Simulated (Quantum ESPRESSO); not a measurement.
Cu:

```
Cu
1.0
     1.21846   -3.97638    0.00000
     1.21846    3.97638    0.00000
     0.00000    0.00000    2.47550
Cu
2
Direct
  0.86613 0.13387 0.75000
  0.13387 0.86613 0.25000
```

This isn't the form of Cu at room conditions, which is fcc.

* Program: Quantum ESPRESSO 7.5
* Task: relaxation of cell and atoms
* Functional: PBEsol
* Dispersion: D3
* Potentials or basis: GBRV 1.5 PBEsol
* Cutoff: 762 eV
* Density cutoff: 6095 eV
* k mesh: 6 × 6 × 6
* Occupations: fermi-dirac, width 0.05 eV
* Spin: no spin polarisation

At the start: pressure -5.4 GPa; volume 11.99 Å³/atom.

How do energy, volume and symmetry change on relaxing?

Over 12 steps the energy falls by 5.9 meV/atom and the volume is 11.59 Å³/atom (-3.4 %); space group Cmcm (No. 63, to 0.05 Å).

Step by step:
| step | energy change (eV) | largest force (eV/Å) | pressure (GPa) | volume (Å³) |
| --- | --- | --- | --- | --- |
| 1 | 0.0000 | 0.0659 | -5.37 | 23.99 |
| 2 | -0.0040 | 0.0496 | -4.53 | 23.84 |
| 3 | -0.0093 | 0.0190 | -2.87 | 23.58 |
| 4 | -0.0118 | 0.0218 | -0.59 | 23.25 |
| 5 | -0.0092 | 0.0533 | 1.93 | 22.91 |
| 6 | -0.0093 | 0.0488 | 1.77 | 22.92 |
| 7 | -0.0097 | 0.0441 | 1.65 | 22.94 |
| 8 | -0.0101 | 0.0355 | 1.40 | 22.97 |
| 9 | -0.0107 | 0.0250 | 1.09 | 23.02 |
| 10 | -0.0111 | 0.0135 | 0.70 | 23.06 |
| 11 | -0.0115 | 0.0022 | 0.23 | 23.12 |
| 12 | -0.0117 | 0.0111 | -0.10 | 23.17 |

Final structure:
```xyz
2
Lattice="1.2030 -3.9361 0.0000 1.2030 3.9361 0.0000 0.0000 0.0000 2.4468" Properties=species:S:1:pos:R:3 pbc="T T T"
Cu    1.2030   -2.8814    1.8351
Cu    1.2030    2.8814    0.6117
```

Caveat: the k mesh is coarse (spacing up to 0.45 Å⁻¹), so the values aren't converged; pairwise dispersion overbinds metals, which lowers pressure and volume.
